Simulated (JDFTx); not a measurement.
A run of JDFTx 1.7.0 (patched build) is set up as follows.

SiC.in

```
lattice \
    5.8127975593    -2.9063987797     0.0000000000 \
    0.0000000000     5.0340303534     0.0000000000 \
    0.0000000000     0.0000000000     9.5393374771
coords-type Lattice
ion Si     0.6666666667     0.3333333333     0.5000000000 1
ion Si     0.3333333333     0.6666666667     0.0000000000 1
ion C      0.6666666667     0.3333333333     0.8850000000 1
ion C      0.3333333333     0.6666666667     0.3850000000 1

ion-species pseudo/Si.upf
ion-species pseudo/C.upf
elec-cutoff 41 328
elec-ex-corr gga-PBE
kpoint-folding 10 10 5
elec-smearing Fermi 0.0018374661
elec-n-bands 14
electronic-SCF nIterations 100 energyDiffThreshold 1e-09
electronic-minimize nIterations 30 energyDiffThreshold 1e-7
converge-empty-states yes
forces-output-coords Cartesian

dump-name run.$VAR
dump End Ecomponents EigStats BandEigs Kpoints Forces Stress ElecDensity Dtot KEdensity
```

Potentials or basis: PseudoDojo-SR-PBE-0.5-standard.

Command:

```bash
$ jdftx -c 1 -i SiC.in -o SiC.out
```

(1) What does it give for the Loewdin charges?

(2) What does it give for the largest force?

(3) What does it give for the band gap on the k mesh?

## Answers

(1) Si +1.11; C -1.03 e.

(2) 0.760 eV/Å.

(3) 2.49 eV, indirect (least direct gap 4.09 eV).

Caveat: the empty levels aren't tightly converged; an odd mesh through Γ misses points on the zone boundary, where band edges often lie.
